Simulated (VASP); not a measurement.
Crystal: MgO.

```xyz
2
Lattice="2.9380 0.0000 0.0000 -1.4690 2.5444 0.0000 0.0000 0.0000 2.6797" Properties=species:S:1:pos:R:3 pbc="T T T"
Mg    0.0000    0.0000    0.0000
O     0.0000    1.6963    1.3398
```

Measurements of this composition are mostly on another form, of space group No. 225.

A sound run:

```yaml
Program: VASP 6.6.1
Task: dielectric tensor
Functional: PBE
Potentials_or_basis: VASP PAW PBE potentials, release 64 (Mg, O)
Cutoff: 800 eV
k_mesh: 12 × 12 × 12
Occupations: gaussian, width 0.01 eV
Spin: no spin polarisation
```

It gives band gap on the k mesh 3.00 eV, indirect (least direct gap 3.40 eV).

What do these careless settings give instead: cutoff 600 eV in place of 800 eV; k mesh 7 × 7 × 6 in place of 12 × 12 × 12?

Band gap on the k mesh 3.01 eV, indirect (least direct gap 3.40 eV). The run converged, but these numbers show the error of the settings and aren't properties of the crystal.
